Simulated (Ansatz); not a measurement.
Input and command of a calculation in Ansatz (plane waves; scalar-relativistic PAW potentials unless the input names others):

```yaml
crystal:
  lattice:
    - [4.952216593, 0.0, 0.0]
    - [-2.4761082965, 4.2887453746, 0.0]
    - [0.0, 0.0, 5.7525981999]
  atoms:
    - { symbol: Si, position: [0.0, 0.5, 0.3333333333] }
    - { symbol: Si, position: [0.5, 0.5, 0.6666666667] }
    - { symbol: Si, position: [0.5, 0.0, 0.0] }
    - { symbol: O, position: [0.5839605948, 0.7919802974, 0.8333333333] }
    - { symbol: O, position: [0.7919802974, 0.5839605948, 0.5] }
    - { symbol: O, position: [0.7919802974, 0.2080197026, 0.1666666667] }
    - { symbol: O, position: [0.4160394052, 0.2080197026, 0.8333333333] }
    - { symbol: O, position: [0.2080197026, 0.4160394052, 0.5] }
    - { symbol: O, position: [0.2080197026, 0.7919802974, 0.1666666667] }
basis:
  ecutwfc: 420
  xc_grid: 4
kpoints:
  mp_grid: { grid: [6, 6, 4] }
hamiltonian:
  xc: pbe
scf:
  occupations: { method: cold, width: 0.3 }
  initial_density: { chi_scale: 0.3 }
output:
  forces: true
  eigenvalues: true
  stress: true
```

```bash
ansatz run input.yaml --threads 2 --pin off --max-ram 5120MiB --backend cpu --events-out ev --progress --plain --runs-dir out
```

Abridged log:
```
Basis set: ecut = 420 eV, 2401 PW (Γ), exchange–correlation on 144×144×160 points (64 copies of the dense FFT grid, shifted against one another)
Bands: 33, of which v1, the nominal top of the filled ones, is band 24 counted from 1 (23 counted from 0)
Symmetry: 12 space group operations
k-points: 21 of 144 (time reversal used)
SCF iter   1: F=—  HF=-5322.763763 eV  |F-HF|=—  |Δ(HF+E_count)|=         —  Δρ=6.25e-2  dr2=4.14e0  ethr=3.10e-3  ⟨swp⟩=6.9  Hψ=3708  notcnv=0
SCF iter   2: F=—  HF=-5322.036904 eV  |F-HF|=—  |Δ(HF+E_count)|=   7.27e-1  S|Δr|=    0.00e0  Δρ=3.20e-2  dr2=6.33e-1  ethr=3.10e-3  ⟨swp⟩=2.4  Hψ=1481  notcnv=0  defer=47
SCF iter   3: F=—  HF=-5322.047818 eV  |F-HF|=—  |Δ(HF+E_count)|=   1.09e-2  S|Δr|=    0.00e0  Δρ=1.18e-2  dr2=1.33e-1  ethr=1.32e-3  ⟨swp⟩=1.0  Hψ=646  notcnv=0  defer=26
automatic band count: iteration 3 solves 32 bands in place of 33: the levels show a gap, and the empty bands left out lie too high to hold charge; the band table lists the bands solved (type scf.n_extra_bands for more)
SCF iter   4: F=—  HF=-5322.057364 eV  |F-HF|=—  |Δ(HF+E_count)|=   9.55e-3  S|Δr|=    0.00e0  Δρ=1.63e-3  dr2=3.06e-3  ethr=2.78e-4  ⟨swp⟩=3.0  Hψ=1234  notcnv=0  defer=26
SCF iter   5: F=—  HF=-5322.061428 eV  |F-HF|=—  |Δ(HF+E_count)|=   4.06e-3  S|Δr|=    0.00e0  Δρ=2.89e-4  dr2=9.44e-5  ethr=6.37e-6  ⟨swp⟩=2.4  Hψ=1269  notcnv=0  defer=26
SCF iter   6: F=—  HF=-5322.061505 eV  |F-HF|=—  |Δ(HF+E_count)|=   7.79e-5  S|Δr|=    0.00e0  Δρ=7.14e-5  dr2=5.41e-6  ethr=1.97e-7  ⟨swp⟩=2.0  Hψ=1003  notcnv=0  defer=26
SCF iter   7: F=—  HF=-5322.061522 eV  |F-HF|=—  |Δ(HF+E_count)|=   1.70e-5  S|Δr|=    0.00e0  Δρ=1.15e-5  dr2=1.38e-7  ethr=1.13e-8  ⟨swp⟩=2.0  Hψ=1075  notcnv=0  defer=26
SCF iter   8: F=-5322.061523 eV  HF=-5322.061523 eV  |F-HF|=6.40e-9  |Δ(HF+E_count)|=   4.33e-7  S|Δr|=    0.00e0  Δρ=1.91e-6  dr2=4.51e-9  ethr=2.08e-10  ⟨swp⟩=12.5  Hψ=3501  notcnv=0
SCF 1 converged in 8 iterations: F = -5322.061523 eV  dr2 = 4.51e-9
SCF converged after 8 iterations
Stability not checked: this state was not tested for a lower state beside it, because cold or Methfessel-Paxton smearing, or corrected tetrahedra, fill the levels in a way that the test cannot read (fill_not_monotonic; see scf.lower_state_search)
Free energy (F): -5322.061523 eV
Harris-Foulkes:  -5322.061523 eV  (|F-HF|=6.40e-9)
Internal energy: -5322.061523 eV  (E = F + TS)
E sigma→0 (E₀):  -5322.061523 eV
Fermi energy:    5.035296 eV
Step filling:    the computed levels leave a gap of 5.6281 eV = 18.8 smearing widths at the electron count; against every level under it full and every level over it empty, smearing changes F+E_penalty+E_count by -8.25e-42 meV and its σ→0 estimate by -7.19e-39 meV
--- Forces (eV/Å), atoms counted from 1 ---
  atom   1  Si     0.00000000     0.00000000     0.00000000
  atom   2  Si     0.00000000     0.00000000     0.00000000
  atom   3  Si     0.00000000     0.00000000     0.00000000
  atom   4  O      0.25757853     0.14871304     0.00000000
  atom   5  O      0.00000000     0.29742607     0.00000000
  atom   6  O      0.25757853    -0.14871304     0.00000000
  atom   7  O     -0.25757853    -0.14871304     0.00000000
  atom   8  O      0.00000000    -0.29742607     0.00000000
  atom   9  O     -0.25757853     0.14871304     0.00000000
--- Stress (GPa, compression-positive) ---
        6.852585       0.000000       0.000000
        0.000000       6.852585       0.000000
        0.000000       0.000000       2.598440
  P = ⅓ Tr σ = 5.4345 GPa (54.345 kbar)
```

Apart from outputs and empty bands, the input differs from a reference run on usual settings in scf.occupations.method: "gaussian" → "cold"; scf.occupations.width: 0.05 → 0.3; basis.xc_grid: not typed → 4; scf.initial_density.chi_scale: not typed → 0.3. The reference, at the same geometry (not necessarily relaxed), gave pressure 5.43 GPa, largest force 0.297 eV/Å, gap on the mesh 5.63 eV. This run converged in 8 SCF iterations (reference: 6) with an energy at zero smearing 0.01 meV/atom below the reference's, pressure 5.43 GPa, largest force 0.297 eV/Å, gap on the mesh 5.63 eV.

It took 5 s on 2 threads of Arm Neoverse V1, on a shared host, peak memory 0.43 GiB.